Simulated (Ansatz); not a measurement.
Sn: relaxation of cell and atoms with LDA

Crystal: Sn.

```
Sn
1.0
    -2.94014    2.94014    1.59930
     2.94014   -2.94014    1.59930
     2.94014    2.94014   -1.59930
Sn
2
Direct
  0.00000 0.00000 0.00000
  0.75000 0.25000 0.50000
```

```json
{
  "Program": "Ansatz 0.2.0",
  "Task": "relaxation of cell and atoms",
  "Functional": "LDA",
  "Potentials or basis": "all-electron LAPW, scalar-relativistic",
  "Basis error allowed": "0.001 eV/atom",
  "k mesh": "9 × 9 × 9",
  "Occupations": "fermi-dirac, width 0.05 eV",
  "Spin": "no spin polarisation"
}
```

| Quantity | Value |
| --- | --- |
| Relaxed volume | 26.18 Å³/atom |
| Relaxed cell | a = 4.381 Å, b = 4.381 Å, c = 4.381 Å, α = 97.32°, β = 97.32°, γ = 138.19° |
| Space group after relaxing (to 0.05 Å) | I4_1/amd (No. 141) |
| Energy gained by relaxing | 13.8 meV/atom |
| Ionic steps | 7 |
| Pressure after relaxing | 0.0 GPa |

The path:
```
step  energy change (eV)  largest force (eV/Å)  volume (Å³)
   1              0.0000                0.0000        55.30
   2             -0.0228                0.0000        51.25
   3             -0.0276                0.0000        52.48
   4             -0.0276                0.0000        52.37
   5             -0.0276                0.0000        52.37
   6             -0.0276                0.0000        52.36
   7             -0.0276                0.0000        52.36
```

Final structure:
```
Sn
1.0
    -2.89370    2.89370    1.56331
     2.89370   -2.89370    1.56331
     2.89370    2.89370   -1.56331
Sn
2
Direct
  0.00000 0.00000 0.00000
  0.75000 0.25000 0.50000
```

Wall time 2.5 min on 1 thread of Intel(R) Xeon(R) Processor @ 2.50GHz (Skylake/Cascade Lake) (shared host), peak memory 0.42 GiB.
